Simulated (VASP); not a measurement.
# Sc (P-1) in VASP: further runs

One crystal, Sc, is run at these levels: PBEsol; tasks: single point.

Everything below comes from runs of VASP 6.6.1. Logs are shortened: lines on timing, memory, paths and dates and some standing lists are left out, and cuts for length are marked.

**1. Starting point**

The typed cell holds 1 atom: a = 3.202 Å, b = 3.216 Å, c = 3.226 Å, α = 61.44°, β = 61.31°, γ = 62.16°.

This isn't the form of Sc at room conditions, which is hcp.

**2. Single point, PBEsol**

INCAR

```
SYSTEM = Sc
  PREC = Normal
  ENCUT = 500
  EDIFF = 1E-6
  ISMEAR = 1
  SIGMA = 0.2
  LREAL = .FALSE.
  LASPH = .TRUE.
  NELM = 100
  ALGO = Normal
  ISIF = 2
  LWAVE = .FALSE.
  LCHARG = .FALSE.
  GGA = PS
  ADDGRID = .FALSE.
```

KPOINTS

```
regular mesh
0
G
  10 10 10
  0 0 0
```

POSCAR

```
Sc
1.0
    3.2019616822      0.0000000000      0.0000000000
    1.5021078373      2.8441406042      0.0000000000
    1.5489936237      0.9264468030      2.6741812389
Sc
1
Direct
    0.0000000000      0.0000000000      0.0000000000
```

Potentials or basis: VASP PAW PBE potentials, release 64 (Sc_sv).

On the command line:

```sh
cat potpaw_PBE.64/Sc_sv/POTCAR > POTCAR
mpirun -np 1 vasp_std > vasp.out
```

OUTCAR:

```text
SYSTEM = Sc
   PREC = Normal
   ENCUT = 500
   EDIFF = 1E-6
   ISMEAR = 1
   LREAL = .FALSE.
   LASPH = .TRUE.
   NELM = 100
   ISIF = 2
   GGA = PS

 Found    504 irreducible k-points:

 Following reciprocal coordinates:
            Coordinates               Weight
  0.000000  0.000000  0.000000      1.000000
  0.100000 -0.000000 -0.000000      2.000000
  0.200000 -0.000000 -0.000000      2.000000
  0.300000  0.000000  0.000000      2.000000
  0.400000  0.000000  0.000000      2.000000
  0.500000 -0.000000  0.000000      1.000000
   k-points           NKPTS =    504   k-points in BZ     NKDIM =    504   number of bands    NBANDS=      9
   number of dos      NEDOS =    301   number of ions     NIONS =      1
   total plane-waves  NPLWV =   5832
   dimension x,y,z NGX =    18 NGY =   18 NGZ =   18
   dimension x,y,z NGXF=    36 NGYF=   36 NGZF=   36
   ions per type =               1
   NGX,Y,Z   is equivalent  to a cutoff of   9.35,  9.30,  9.28 a.u.
   NGXF,Y,Z  is equivalent  to a cutoff of  18.69, 18.61, 18.55 a.u.
 SYSTEM =  Sc
   PREC   = normal    normal or accurate (medium, high low for compatibility)
   ISTART =      0    job   : 0-new  1-cont  2-samecut
   ICHARG =      2    charge: 1-file 2-atom 10-const
   ISPIN  =      1    spin polarized calculation?
   LNONCOLLINEAR =      F non collinear calculations
   LSORBIT =      F    spin-orbit coupling
   LASPH  =      T    aspherical Exc in radial PAW
   ENCUT  =  500.0 eV  36.75 Ry    6.06 a.u.   5.84  5.86  5.88*2*pi/ulx,y,z
   NELM   =    100;   NELMIN=  2; NELMDL= -5     # of ELM steps
   EDIFF  = 0.1E-05   stopping-criterion for ELM
   LREAL  =      F    real-space projection
   EDIFFG = 0.1E-04   stopping-criterion for IOM
   NSW    =      0    number of steps for IOM
   IBRION =     -1    ionic relax: 0-MD 1-quasi-New 2-CG
   NFREE  =      0    steps in history (QN), initial steepest desc. (CG)
   ISIF   =      2    stress and relaxation
   ISYM   =      2    0-nonsym 1-usesym 2-fastsym
   POTIM  = 0.5000    time-step for ionic-motion
   TEBEG  =    0.0;   TEEND  =   0.0 temperature during run
   PSTRESS=    0.0 pullay stress
   NELECT =      11.0000    total number of electrons
   NUPDOWN=      -1.0000    fix difference up-down
   EMIN   =  10.00;   EMAX   =-10.00  energy-range for DOS
   EFERMI =   0.00;   METHOD = LEGACY
   ISMEAR =     1;   SIGMA  =   0.20  broadening in eV -4-tet -1-fermi 0-gaus
   EFERMI_NEDOS =   21; number of points for ismear=-14 and -15
   IALGO  =     38    algorithm
   IMIX   =      4    mixing-type and parameters
     AMIX     =   0.40;   BMIX     =  1.00
     AMIX_MAG =   1.60;   BMIX_MAG =  1.00
  volume/ion in A,a.u.               =      24.35       164.34
  Fermi-wavevector in a.u.,A,eV,Ry     =   1.256087  2.373660 21.466653  1.577755
  Thomas-Fermi vector in A             =   2.389812
   LORBIT       =      0    0 simple, 1 ext, 2 COOP (PROOUT), +10 PAW based schemes
   GGA     = PS    functional components
   LHFCALC =     F    Hartree Fock is set to
   AEXX    =    0.0000 exact exchange contribution
   IVDW    =     0    specifies the selected vdW correction
   LEPSILON=     F    determine dielectric tensor
   LRPA    =     F    only Hartree local field effects (RPA)
 non-spin polarized calculation
 Methfessel and Paxton  Order N= 1 SIGMA  =   0.20
  energy-cutoff  :      500.00
  volume of cell :       24.35
 maximum number of plane-waves:       630
   NGX = 11   NGY = 11   NGZ = 11

 number of electron      10.9999995 magnetization

 Free energy of the ion-electron system (eV)
  ---------------------------------------------------
  ext. energy  EPLUGINS =         0.00000000
  ---------------------------------------------------
  free energy    TOTEN  =        -6.54907660 eV

  energy without entropy =       -6.54625921  energy(sigma->0) =       -6.54813747

 E-fermi :   3.6972     XC(G=0): -10.0367

 val. band max:        3.6952884142   @ k =   0.1000   0.5000  -0.0000
 cond. band min:       3.6989963145   @ k =  -0.3000   0.2000   0.4000
 fundamental gap:      0.0037079004
 Fermi energy:         3.6972118693

 k-point     1 :       0.0000    0.0000    0.0000
  band No.  band energies     occupation
      1     -45.4912      2.00000
      2     -23.9927      2.00000
      3     -23.9902      2.00000
      4     -23.9730      2.00000
      5      -1.5154      2.00000
      6       5.1367     -0.00000
      7       5.2176     -0.00000
      8       5.5111     -0.00000
      9       6.6582     -0.00000

 k-point     2 :       0.1000   -0.0000   -0.0000
  band No.  band energies     occupation
      1     -45.4852      2.00000
      2     -24.0290      2.00000
      3     -23.9965      2.00000
      4     -23.9810      2.00000
      5      -1.2635      2.00000
      6       5.0291     -0.00000
      7       5.2654     -0.00000
      8       5.5618     -0.00000
      9       6.6069     -0.00000

 k-point     3 :       0.2000   -0.0000   -0.0000
  band No.  band energies     occupation
      1     -45.4697      2.00000
      2     -24.1340      2.00000
      3     -24.0071      2.00000
      4     -23.9966      2.00000
      5      -0.5524      2.00000
      6       4.6358     -0.00000
      7       5.3676     -0.00000
      8       5.6770     -0.00000
      9       6.6278     -0.00000

 k-point     4 :       0.3000    0.0000    0.0000
  band No.  band energies     occupation
      1     -45.4505      2.00000
      2     -24.2621      2.00000
      3     -24.0206      2.00000
      4     -24.0145      2.00000
      5       0.4671      2.00000
      6       4.2058     -0.00191
      7       5.2868     -0.00000
      8       5.5890     -0.00000
      9       6.9404     -0.00000

 k-point     5 :       0.4000    0.0000    0.0000
  band No.  band energies     occupation
      1     -45.4349      2.00000
      2     -24.3639      2.00000
      3     -24.0331      2.00000
      4     -24.0273      2.00000
      5       1.4632      2.00000
      6       3.9504     -0.07042
      7       5.1212     -0.00000
      8       5.4252     -0.00000
      9       7.3355     -0.00000

 k-point     6 :       0.5000   -0.0000    0.0000
  band No.  band energies     occupation
      1     -45.4289      2.00000
      2     -24.4024      2.00000
      3     -24.0383      2.00000
      4     -24.0317      2.00000
      5       1.8934      2.00000
      6       3.9087     -0.06020
      7       5.0482     -0.00000
      8       5.3553     -0.00000
      9       7.6289     -0.00000

 [... further k-points ...]

------------------------ aborting loop because EDIFF is reached ----------------------------------------

  FORCE on cell =-STRESS in cart. coord.  units (eV):
  Direction    XX          YY          ZZ          XY          YZ          ZX
  --------------------------------------------------------------------------------------
  -------------------------------------------------------------------------------------
  Total       -0.1065677     -0.3174169     -0.3145091      0.1464527      0.0594253      0.0703429
  in kB       -7.0109730    -20.8825073    -20.6912011      9.6349574      3.9095267      4.6277788
  external PRESSURE =     -16.1948938 kB  Pullay stress =       0.0000000 kB

 VOLUME and BASIS-vectors are now :
 -----------------------------------------------------------------------------
  energy-cutoff  :      500.00
  volume of cell :       24.35
      direct lattice vectors                 reciprocal lattice vectors
     3.201961682  0.000000000  0.000000000     0.312308547 -0.164943011 -0.123758636
     1.502107837  2.844140604  0.000000000     0.000000000  0.351600058 -0.121808778
     1.548993624  0.926446803  2.674181239     0.000000000  0.000000000  0.373946233

 POSITION                                       TOTAL-FORCE (eV/Angst)
 -----------------------------------------------------------------------------------
      0.00000      0.00000      0.00000        -0.000000     -0.000000      0.000000
 -----------------------------------------------------------------------------------
    total drift:                               -0.000000      0.000000      0.000000

  FREE ENERGIE OF THE ION-ELECTRON SYSTEM (eV)
  ---------------------------------------------------
  free  energy   TOTEN  =        -6.5490765996 eV

  energy  without entropy=       -6.5462592068  energy(sigma->0) =       -6.54813747
```

Run time: 22 s. Hardware: 1 thread of Intel Xeon 6975P-C (Granite Rapids), shared host; peak memory 0.21 GiB.

These settings aren't checked as converged: the numbers below hold their error.

What came out:

- Free energy: -6.5491 eV
- Pressure: -1.6 GPa
- Band gap on the k mesh: none (metal or under the smearing width)

Caveat: the PAW data sets were made with another functional, which shifts forces and pressure a little.

**3. Single point, PBEsol**

Changes to INCAR since step 2:

```diff
@@ -1,3 +1,3 @@
 SYSTEM = Sc
-  PREC = Normal
+  PREC = Accurate
   ENCUT = 500
@@ -6,3 +6,3 @@
   SIGMA = 0.2
-  LREAL = .FALSE.
+  LREAL = Auto
   LASPH = .TRUE.
```

KPOINTS is that of step 2.

POSCAR is that of step 2.

Potentials or basis: VASP PAW PBE potentials, release 64 (Sc_sv).

On the command line:

```sh
cat potpaw_PBE.64/Sc_sv/POTCAR > POTCAR
mpirun -np 1 vasp_std > vasp.out
```

Wall time 54 s (1 thread of Intel Xeon 6975P-C (Granite Rapids), shared host); peak memory 0.19 GiB.

The run converged, but some of its settings lie outside the range that counts as converged, so its numbers aren't taken as properties of the crystal.

Results:

- Free energy: -6.5493 eV
- Pressure: -1.6 GPa
- Band gap on the k mesh: none (metal or under the smearing width)

Caveat: the PAW data sets were made with another functional, which shifts forces and pressure a little.

**4. Single point, PBEsol**

Changes to INCAR since step 3:

```diff
@@ -3,6 +3,6 @@
   ENCUT = 500
-  EDIFF = 1E-6
+  EDIFF = 1E-4
   ISMEAR = 1
   SIGMA = 0.2
-  LREAL = Auto
+  LREAL = .FALSE.
   LASPH = .TRUE.
```

KPOINTS is that of step 3.

POSCAR is that of step 3.

On the command line:

```sh
cat potpaw_PBE.64/Sc_sv/POTCAR > POTCAR
mpirun -np 1 vasp_std > vasp.out
```

It took 24 s on 1 thread of Intel Xeon 6975P-C (Granite Rapids), shared host; peak memory 0.22 GiB.

The run converged, but some of its settings lie outside the range that counts as converged, so its numbers aren't taken as properties of the crystal.

What came out:

```yaml
Free_energy: -6.5491 eV
Pressure: -1.7 GPa
Band_gap_on_the_k_mesh: none (metal or under the smearing width)
```

Caveat: the PAW data sets were made with another functional, which shifts forces and pressure a little.

**5. For comparison**

An earlier run on the cell as given: functional PBE; potentials or basis VASP PAW PBE potentials, release 64 (Sc_sv); cutoff 520 eV; k mesh 10 × 10 × 10; occupations fermi-dirac, width 0.05 eV; no spin polarisation.

- Pressure: 0.8 GPa
- Band gap on the k mesh: none (metal or under the smearing width)
